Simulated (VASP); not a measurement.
Set up this calculation in VASP 6.6.1, as the native input.

- Task: relaxation of cell and atoms
- Functional: PBEsol
- Potentials or basis: VASP PAW PBE potentials, release 64 (Ba_sv, Ti_sv, O)
- Cutoff: 600 eV
- k mesh: 8 × 8 × 8
- Occupations: gaussian, width 0.03 eV
- Spin: no spin polarisation
- Further INCAR settings: ALGO = Normal; EDIFF = 1e-06; IBRION = 2; EDIFFG = -0.01; NSW = 90; ISIF = 3

The structure of BaTiO3 lies in POSCAR:

```
BaTiO3
1.0
    4.0060000000      0.0000000000      0.0000000000
    0.0000000000      4.0060000000      0.0000000000
    0.0000000000      0.0000000000      4.0060000000
Ba Ti O
1 1 3
Direct
    0.5000000000      0.5000000000      0.5000000000
    0.0000000000      0.0000000000      0.0000000000
    0.5000000000      0.0000000000      0.0000000000
    0.0000000000      0.5000000000      0.0000000000
    0.0000000000      0.0000000000      0.5000000000
```

One way to write it, as run:

INCAR

```
SYSTEM = BaTiO3
ALGO = Normal ; EDIFF = 1E-6
EDIFFG = -0.01 ; ENCUT = 600
GGA = PS ; IBRION = 2
ISIF = 3 ; ISMEAR = 0
LASPH = .True. ; LCHARG = .False.
LREAL = .False. ; LWAVE = .False.
NELM = 80 ; NSW = 90
PREC = Accurate ; SIGMA = 0.03
```

KPOINTS

```
k-points
0
Gamma
  8 8 8
  0 0 0
```

Potentials or basis: VASP PAW PBE potentials, release 64 (Ba_sv, Ti_sv, O).

The run is started by

```sh
$ cat potpaw_PBE.64/Ba_sv/POTCAR potpaw_PBE.64/Ti_sv/POTCAR potpaw_PBE.64/O/POTCAR > POTCAR
$ mpirun -np 1 vasp_std > vasp.out
```

It gave:

```
Relaxed volume                         : 12.64 Å³/atom
Relaxed cell                           : a = 3.983 Å, b = 3.983 Å, c = 3.983 Å, α = 90.00°, β = 90.00°, γ = 90.00°
Space group after relaxing (to 0.05 Å) : Pm-3m (No. 221)
Energy gained by relaxing              : 2.1 meV/atom
Ionic steps                            : 3
Pressure after relaxing                : 0.0 GPa
Band gap on the k mesh                 : 1.73 eV, indirect (least direct gap 1.86 eV)
```

Caveat: the PAW data sets were made with another functional, which shifts forces and pressure a little; spin-orbit coupling is left out, which moves the levels of the heavy elements.

It took 60 s on 1 thread of Intel(R) Xeon(R) Platinum 8559C (Emerald Rapids), with other jobs on the host, peak memory 0.23 GiB.
